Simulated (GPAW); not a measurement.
Crystal: AlRu.

```
Ru Al
1.0
     2.99160    0.00000    0.00000
     0.00000    2.99160    0.00000
     0.00000    0.00000    2.99160
Ru Al
1 1
Direct
  0.50000 0.50000 0.50000
  0.00000 0.00000 0.00000
```

Base run:

| Quantity | Value |
| --- | --- |
| Program | GPAW 26.7.0 |
| Functional | PBEsol |
| Potentials or basis | PAW data sets generated in the run's folder for this functional |
| Cutoff | 600 eV |
| Basis | pw |
| k mesh | 9 × 9 × 9 |
| Occupations | fermi-dirac, width 0.05 eV |
| Spin | no spin polarisation |

Its results: pressure -2.6 GPa.

Question: The run is repeated on the same cell with these changes: functional from PBEsol to BLYP. What comes out?

Answer: Pressure 9.3 GPa.

BLYP binds less tightly than PBEsol, so the same cell stands under more pressure.
